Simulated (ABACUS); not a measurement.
# Bi (R-3m) in ABACUS: a series of runs

Runs on Bi. Level: PBEsol. Tasks: equation of state.

All numbers are computed with ABACUS 3.10.1; they aren't measurements. Logs are shortened: lines on timing, memory, paths and dates and some standing lists are left out, and cuts for length are marked.

## 1. The crystal as given

It takes space group R-3m (No. 166, trigonal). The conventional cell has a = 4.535 Å, b = 4.535 Å, c = 11.814 Å, α = 90.00°, β = 90.00°, γ = 120.00°. Bi (site symmetry 3m) has 6 Bi at 3.06 to 3.52 Å as nearest neighbours.

## 2. Equation of state, PBEsol, 32.97 Å³/atom (volume scaled by 0.94)

The input, INPUT:

```
INPUT_PARAMETERS
suffix              Bi
calculation         scf
basis_type          pw
pseudo_dir          ./
symmetry            1
dft_functional      pbesol
ecutwfc             66
pseudo_rcut         7
nspin               1
nbands              19
ks_solver           dav
smearing_method     fd
smearing_sigma      0.00367493
scf_thr             1e-08
scf_nmax            100
mixing_type         broyden
mixing_beta         0.7
cal_force           1
cal_stress          1
kpar                4
```

The input, STRU:

```
ATOMIC_SPECIES
Bi 208.9804 83_Bi_15_2.4_2.8_pbe_n_v1.0.upf

LATTICE_CONSTANT
1.8897261246

LATTICE_VECTORS
2.2212115015 1.2824170583 3.8576100961
-2.2212115015 1.2824170583 3.8576100961
0.0000000000 -2.5648341167 3.8576100961

ATOMIC_POSITIONS
Direct

Bi
0.0
2
0.7660000000 0.7660000000 0.7660000000 1 1 1
0.2340000000 0.2340000000 0.2340000000 1 1 1
```

The input, KPT:

```
K_POINTS
0
Gamma
6 6 6 0 0 0
```

Potentials or basis: SPMS ONCV 1.0 PBE, plane waves.

Launch:

```bash
$ OMP_NUM_THREADS=1 mpirun -np 4 abacus > log
```

running log:

```text
ABACUS v3.10.1

               Atomic-orbital Based Ab-initio Computation at UStc

 ------------------------------------------------------------------------------------

 READING GENERAL INFORMATION
                           global_out_dir = OUT.Bi/
                           global_in_card = INPUT
                               pseudo_dir = ./
                              orbital_dir =
                                    DSIZE = 4
                                    GSIZE = 1

 READING UNITCELL INFORMATION
                                    ntype = 1
                  lattice constant (Bohr) = 1.88973
              lattice constant (Angstrom) = 1

 READING ATOM TYPE 1
                               atom label = Bi
                      L=0, number of zeta = 1
                      L=1, number of zeta = 1
                      L=2, number of zeta = 1
             number of atom for this type = 2

                        TOTAL ATOM NUMBER = 2
DIRECT COORDINATES
    atom                   x                   y                   z     mag                  vx                  vy                  vz
taud_Bi1            0.7660000000        0.7660000000        0.7660000000  0.0000        0.0000000000        0.0000000000        0.0000000000
taud_Bi2            0.2340000000        0.2340000000        0.2340000000  0.0000        0.0000000000        0.0000000000        0.0000000000

                          Volume (Bohr^3) = 444.924
                             Volume (A^3) = 65.9308

 Lattice vectors: (Cartesian coordinate: in unit of a_0)
             +2.22121            +1.28242            +3.85761
             -2.22121            +1.28242            +3.85761
                   +0            -2.56483            +3.85761
 Reciprocal vectors: (Cartesian coordinate: in unit of 2 pi/a_0)
            +0.225102           +0.129963          +0.0864093
            -0.225102           +0.129963          +0.0864093
                   +0           -0.259926          +0.0864093
 The esolver type has been set to : ksdft_pw

                PAO radial cut off (Bohr) = 7

 Read in pseudopotential file is 83_Bi_15_2.4_2.8_pbe_n_v1.0.upf
                     pseudopotential type = NC
          exchange-correlation functional = PBE
                 nonlocal core correction = 1
                        valence electrons = 15
                                     lmax = 2
                           number of zeta = 3
                     number of projectors = 6
                           L of projector = 0
                           L of projector = 0
                           L of projector = 1
                           L of projector = 1
                           L of projector = 2
                           L of projector = 2
 XC functional updated to : pbesol
          exchange-correlation functional = PBESOL
     initial pseudo atomic orbital number = 18

 SETUP THE ELECTRONS NUMBER
[... 160 lines left out ...]

 SETUP NONLOCAL PSEUDOPOTENTIALS IN PLANE WAVE BASIS
 Bi non-local projectors:
 projector 1 L=0
 projector 2 L=0
 projector 3 L=1
 projector 4 L=1
 projector 5 L=2
 projector 6 L=2
      TOTAL NUMBER OF NONLOCAL PROJECTORS = 36

 Init Non-Local PseudoPotential table :
 Init Non-Local-Pseudopotential done.

                                     npwx = 4044

 Make real space PAO into reciprocal space.
       max mesh points in Pseudopotential = 701
     dq(describe PAO in reciprocal space) = 0.01
                                    max q = 979

 number of pseudo atomic orbitals for Bi is 3
WARNING: norm of atomic wavefunction # 2 of atomic type Bi is 0.999963, renormalized
WARNING: norm of atomic wavefunction # 3 of atomic type Bi is 0.995752, renormalized

 -------------------------------------------
 SELF-CONSISTENT
 -------------------------------------------
                                 init_chg = atomic

 PW ALGORITHM --------------- ION=   1  ELEC=   1--------------------------------
 Notice: Threshold on eigenvalues was too large.
 hsover_error=0.3 > DRHO=0.00935471
 Origin diag ethr = 0.01
 New diag ethr = 3.11824e-05

 Density error is 0.00988175503984
                          Error Threshold = 3.11823782e-05
----------------------------------------------------------
     Energy           Rydberg                 eV
----------------------------------------------------------
 E_KohnSham     -306.4217581537      -4169.0819020690
 E_Harris       -307.0369909122      -4177.4525731807
 E_Fermi        0.8421427397         11.4579397890
----------------------------------------------------------
[... 51 lines left out ...]
 Density error is 7.31310273925e-09
                          Error Threshold = 3.24272654877e-10
----------------------------------------------------------
     Energy           Rydberg                 eV
----------------------------------------------------------
 E_KohnSham     -306.4228015775      -4169.0960985771
 E_KS(sigma->0) -306.4226773879      -4169.0944088905
 E_Harris       -306.4222163130      -4169.0881356452
 E_band         -12.1986525047       -165.9711819855
 E_one_elec     -78.5353668103       -1068.5284831406
 E_Hartree      56.2862093078        765.8131654064
 E_xc           -74.5738924683       -1014.6298596075
 E_Ewald        -209.5995032274      -2851.7475418622
 E_entropy(-TS) -0.0002483793        -0.0033793731
 E_descf        0.0000000000         0.0000000000
 E_exx          0.0000000000         0.0000000000
 E_Fermi        0.8405665214         11.4364942396
----------------------------------------------------------

 charge density convergence is achieved
 final etot is -4169.0960986 eV
 EFERMI = 11.43649424 eV

 STATE ENERGY(eV) AND OCCUPATIONS    NSPIN == 1
 1/8 kpoint (Cartesian) = 0.0000 0.0000 0.0000 (4039 pws)
       1       -11.4678     0.00925926
       2       -11.4678     0.00925926
       3       -11.2797     0.00925926
       4       -11.2797     0.00925926
       5       -11.2577     0.00925926
       6       -11.0438     0.00925926
[... 104 lines left out ...]
       6       -11.1117       0.111111
[... 11 lines left out ...]
      18        14.5387    1.26004e-28
      19        15.9051    1.70478e-40

[... levels at 2 further k points ...]

------------------------------------------------------------------------------------------
 TOTAL-FORCE (eV/Angstrom)
------------------------------------------------------------------------------------------
                       Bi1         0.0000000000         0.0000000000        -0.3399558455
                       Bi2         0.0000000000         0.0000000000         0.3399558455
------------------------------------------------------------------------------------------

----------------------------------------------------------------
 TOTAL-STRESS (KBAR)
----------------------------------------------------------------
        33.3305642756         0.0000000000        -0.0000000000
         0.0000000000        33.3305642748         0.0000000003
         0.0000000000         0.0000000003        29.0099725361
----------------------------------------------------------------
 TOTAL-PRESSURE: 31.890367 KBAR

 --------------------------------------------
 !FINAL_ETOT_IS -4169.0960985770725529 eV
 --------------------------------------------
```

stdout:

```text
Total thread number: 4,Local thread limit: 256
                              ABACUS v3.10.1

               Atomic-orbital Based Ab-initio Computation at UStc

 dft_functional readin is: pbesol
 dft_functional in pseudopot file is: PBE
[... 33 lines left out ...]
 DA6     -4.16909610e+03  -2.52155960e-07   7.3131e-09   1.31
----------------------------------------------------------------
 TOTAL-STRESS (KBAR)
----------------------------------------------------------------
        33.3305642756         0.0000000000        -0.0000000000
         0.0000000000        33.3305642748         0.0000000003
         0.0000000000         0.0000000003        29.0099725361
----------------------------------------------------------------
 TOTAL-PRESSURE: 31.890367 KBAR
```

It took 12 s on 4 MPI ranks of AMD EPYC 7R43 (Zen 3), shared host; peak memory 0.36 GiB.

Results:

```
Free energy            : -4169.0961 eV
Pressure               : 3.2 GPa
Largest force          : 0.340 eV/Å
Band gap on the k mesh : none (metal or under the smearing width)
```

Caveat: the potentials were made for another functional, which shifts forces and pressure; spin-orbit coupling is left out, which moves the levels of the heavy elements.

## 3. Equation of state, PBEsol, 34.37 Å³/atom (volume scaled by 0.98)

INPUT is that of step 2.

STRU: that of step 2 with these lines changed.

```diff
@@ -7,5 +7,5 @@
 LATTICE_VECTORS
-2.2212115015 1.2824170583 3.8576100961
--2.2212115015 1.2824170583 3.8576100961
-0.0000000000 -2.5648341167 3.8576100961
+2.2522814206 1.3003552845 3.9115696734
+-2.2522814206 1.3003552845 3.9115696734
+0.0000000000 -2.6007105690 3.9115696734
```

KPT is that of step 2.

Potentials or basis: SPMS ONCV 1.0 PBE, plane waves.

Launch:

```bash
$ OMP_NUM_THREADS=1 mpirun -np 4 abacus > log
```

Wall time 10 s (4 MPI ranks of AMD EPYC 7R43 (Zen 3), shared host); peak memory 0.4 GiB.

Results (log left out):

- Free energy: -4169.1297 eV
- Pressure: 0.7 GPa
- Largest force: 0.140 eV/Å
- Band gap on the k mesh: none (metal or under the smearing width)

Caveat: the potentials were made for another functional, which shifts forces and pressure; spin-orbit coupling is left out, which moves the levels of the heavy elements.

## 4. Equation of state, PBEsol, 35.77 Å³/atom (volume scaled by 1.02)

INPUT is that of step 3.

STRU: that of step 3 with these lines changed.

```diff
@@ -7,5 +7,5 @@
 LATTICE_VECTORS
-2.2522814206 1.3003552845 3.9115696734
--2.2522814206 1.3003552845 3.9115696734
-0.0000000000 -2.6007105690 3.9115696734
+2.2825169939 1.3178118009 3.9640802302
+-2.2825169939 1.3178118009 3.9640802302
+0.0000000000 -2.6356236018 3.9640802302
```

KPT is that of step 3.

Launch:

```bash
$ OMP_NUM_THREADS=1 mpirun -np 4 abacus > log
```

It took 14 s on 4 MPI ranks of AMD EPYC 7R43 (Zen 3), shared host; peak memory 0.4 GiB.

The run converged. Its results:

- Free energy: -4169.1250 eV
- Pressure: -1.2 GPa
- Largest force: 0.030 eV/Å
- Band gap on the k mesh: none (metal or under the smearing width)

Caveat: the potentials were made for another functional, which shifts forces and pressure; spin-orbit coupling is left out, which moves the levels of the heavy elements.

## 5. Equation of state, PBEsol, 37.17 Å³/atom (volume scaled by 1.06)

INPUT is that of step 4.

STRU: that of step 4 with these lines changed.

```diff
@@ -7,5 +7,5 @@
 LATTICE_VECTORS
-2.2825169939 1.3178118009 3.9640802302
--2.2825169939 1.3178118009 3.9640802302
-0.0000000000 -2.6356236018 3.9640802302
+2.3119720748 1.3348176998 4.0152352947
+-2.3119720748 1.3348176998 4.0152352947
+0.0000000000 -2.6696353996 4.0152352947
```

KPT is that of step 4.

Launch:

```bash
$ OMP_NUM_THREADS=1 mpirun -np 4 abacus > log
```

It took 13 s on 4 MPI ranks of AMD EPYC 7R43 (Zen 3), shared host; peak memory 0.4 GiB.

The run converged. Its results:

| Property | Result |
| --- | --- |
| Free energy | -4169.0897 eV |
| Pressure | -2.8 GPa |
| Largest force | 0.183 eV/Å |
| Band gap on the k mesh | none (metal or under the smearing width) |

Caveat: the potentials were made for another functional, which shifts forces and pressure; spin-orbit coupling is left out, which moves the levels of the heavy elements.

## 6. Equation of state, PBEsol

Potentials or basis: SPMS ONCV 1.0 PBE, plane waves.

This step only gathers the single runs of the series.

What came out:

```
Equilibrium volume                        : 34.86 Å³/atom
Bulk modulus at fixed shape and positions : 50 GPa
Pressure derivative of the bulk modulus   : 4.7 (rough: it moves with the points fitted)
```

Energy against volume, from the lowest point:
```tsv
volume (Å³/atom)	energy (meV/atom)
32.965	16.82
34.368	0.00
35.771	2.37
37.174	20.03
```

Caveat: the cell was scaled at fixed shape and fractional positions, which overstates the stiffness of a crystal with free parameters, most of all of layers and chains; the potentials were made for another functional, which shifts forces and pressure; spin-orbit coupling is left out, which moves the levels of the heavy elements.
